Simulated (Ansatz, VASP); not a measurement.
## Two plane-wave programs on ZnSe

```xyz
2
Lattice="0.0000 2.8166 2.8166 2.8166 0.0000 2.8166 2.8166 2.8166 0.0000" Properties=species:S:1:pos:R:3 pbc="T T T"
Zn    0.0000    0.0000    0.0000
Se    4.2249    4.2249    4.2249
```

Alike in both runs: functional PBEsol; k mesh 8 × 8 × 8; occupations gaussian, width 0.02 eV; no spin polarisation.

Ansatz relaxed the structure, and its values are those at the end. VASP's run is a single point on that final structure, the one shown.

|  | VASP | Ansatz |
| --- | --- | --- |
| version | VASP 6.6.1 | Ansatz 0.2.0 |
| potentials or method | VASP PAW PBE potentials, release 64 (Zn, Se) | scalar-relativistic, plane waves, PAW |
| plane-wave cutoff (eV) | 520 | 420 |
| valence electrons in the cell | 18 | 28 |

VASP gave:

| Property | Result |
| --- | --- |
| gap on the k mesh at the Fermi level (eV) | 1.24 |
| least direct gap on the mesh (eV) | 1.24 |
| pressure (GPa) | 0.3 |

Q: Which values does Ansatz return?

A: gap on the k mesh at the Fermi level (eV): 1.24; least direct gap on the mesh (eV): 1.24; pressure (GPa): 0.0.

The two sets of potentials don't hold the same shells in valence.

Caveats: the PAW data sets were made with another functional, which shifts forces and pressure a little (VASP).
